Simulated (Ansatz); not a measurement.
Debugging a G0W0 quasiparticle calculation of AlAs, space group F-43m (Ansatz's Python interface).

Script `run_gw.py`:
```python
# -*- coding: utf-8 -*-
"""One-shot GW for AlAs."""

import logging
import sys

import ansatz as az

logging.basicConfig(stream=sys.stdout, format="%(name)s: %(message)s")
logger = logging.getLogger("calc")
logger.setLevel(logging.INFO)

lattice = az.Lattice.of(
    (0.0, 2.8304, 2.8304),
    (2.8304, 0.0, 2.8304),
    (2.8304, 2.8304, 0.0),
)
sites = [
    ("Al", (0.0, 0.0, 0.0)),
    ("As", (0.25, 0.25, 0.25)),
]
crystal = az.Crystal(lattice=lattice)
for symbol, position in sites:
    crystal = crystal.atom(symbol, position)

calc = crystal.calculation()
calc = calc.basis(420)
calc = calc.scf(tolerance=1e-10)
calc = calc.functional("pbesol")
calc = calc.pseudopotentials("paw")
calc = calc.kpoints(4, 4)
calc = calc.occupations("fixed")
calc = calc.gw(empty_bands=80, screening_cutoff=150, quasiparticle_bands=("v2", "c2"))
events = []
outcome = calc.session().plan().execute(on_event=events.append, runs_dir="gw_run")
gw = next(e["data"] for e in events if e["event"] == "gw_qp")
top = gw["frontier_bands"]["highest_filled_band"]
for qp in gw["qp"]:
    if qp["ik"] == 0:
        print("band", qp["band"], "shift", round(qp["e_qp_ev"] - qp["eps_ks_ev"], 3), "eV, Z =", round(qp["z"], 3))
for key, label in (("eps_ks_ev", "Kohn-Sham"), ("e_qp_ev", "G0W0")):
    filled = max(qp[key] for qp in gw["qp"] if qp["band"] <= top)
    empty = min(qp[key] for qp in gw["qp"] if qp["band"] > top)
    logger.info(f"{label} gap on the mesh: {empty - filled:.3f} eV")
print("static dielectric eigenvalues (RPA, this mesh):", [round(e, 3) for e in gw["screening"][0]["eps_tensor_eigenvalues"]])
```

`python run_gw.py` gives:
```text
Traceback (most recent call last):
  File "run_gw.py", line 31, in <module>
    calc = calc.kpoints(4, 4)
  ...
ansatz.errors.InputError: .kpoints: what is read by position is the divisions, one whole number for all three axes or three, or the one word "gamma", got (4, 4). The rest is named: spacing=, density=, length=, shift= (mesh steps: half a step is 0.5), center=, and points= for k-points listed one by one  [kpoints.mp_grid.grid]
```
(Library frames cut from the traceback.)

What is wrong, and how is it mended?

The fault: the mesh has two divisions, not one or three. The correction:

```diff
--- before
+++ after
@@ -30,3 +30,3 @@
 calc = calc.pseudopotentials("paw")
-calc = calc.kpoints(4, 4)
+calc = calc.kpoints(4, 4, 4)
 calc = calc.occupations("fixed")
```

With that change:

Running `python run_gw.py` prints:
```text
band 8 shift -0.457 eV, Z = 0.78
band 9 shift -0.457 eV, Z = 0.78
band 10 shift 0.563 eV, Z = 0.79
band 11 shift 0.33 eV, Z = 0.782
calc: Kohn-Sham gap on the mesh: 1.300 eV
calc: G0W0 gap on the mesh: 1.903 eV
static dielectric eigenvalues (RPA, this mesh): [15.26, 15.26, 15.26]
```

The k-point mesh is coarse, and energy and stress weren't tested for convergence. The structure is a deposited one; some such entries were measured under pressure or heat, so a shift against it needn't be the functional's error alone. Mesh, empty bands and screening cutoff are small, so the quasiparticle gap isn't converged, and it is read on the mesh points alone. Spin-orbit coupling is left out, which matters for heavy elements. Run time: 23 s on 1 thread of Intel(R) Xeon(R) Processor @ 2.30GHz, on a shared host, peak memory 0.57 GiB.
